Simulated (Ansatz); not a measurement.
Set up this calculation in Ansatz 0.2.0, as the native input.

| Item | Value |
| --- | --- |
| Task | single point |
| Functional | r2SCAN0 |
| Potentials or basis | Ansatz PAW |
| Cutoff | 500 eV (not typed: the program's choice for these potentials) |
| k mesh | 4 × 4 × 4 |
| Occupations | fermi-dirac, width 0.05 eV |
| Spin | no spin polarisation |

Crystal: Pb.

```
Pb
1.0
     0.00000    3.43900    3.43900
     3.43900    0.00000    3.43900
     3.43900    3.43900    0.00000
Pb
2
Direct
  0.25000 0.25000 0.25000
  0.00000 0.00000 0.00000
```

This isn't the form of Pb at room conditions, which is fcc.

These files were run (other wordings do the same):

input

```
crystal:
  lattice:
    - [0.0, 3.4390000555, 3.4390000555]
    - [3.4390000555, 0.0, 3.4390000555]
    - [3.4390000555, 3.4390000555, 0.0]
  atoms:
    - { symbol: Pb, position: [0.25, 0.25, 0.25] }
    - { symbol: Pb, position: [0.0, 0.0, 0.0] }
hamiltonian:
  xc: r2scan0
  pseudopotentials: { kind: paw }
kpoints:
  mp_grid: { grid: [4, 4, 4] }
scf:
  occupations: { method: fermi_dirac, width: 0.05 }
output:
  forces: true
  stress: true
  eigenvalues: true
```

Results of the run:

| Item | Value |
| --- | --- |
| Pressure | 0.4 GPa |
| Band gap on the k mesh | none (metal or under the smearing width) |

Caveat: the k mesh is coarse (spacing up to 0.40 Å⁻¹), so the values aren't converged, least of all with exact exchange; the PAW data sets come from PBE, with cores solved anew for the run's functional, which leaves a small shift of forces and pressure; the thresholds are loose for stress.

It took 18 s on 1 × NVIDIA H100 80GB HBM3 with 2 threads of AMD EPYC 7R13 Processor (Zen 3) (shared host), peak memory 1.7 GiB.
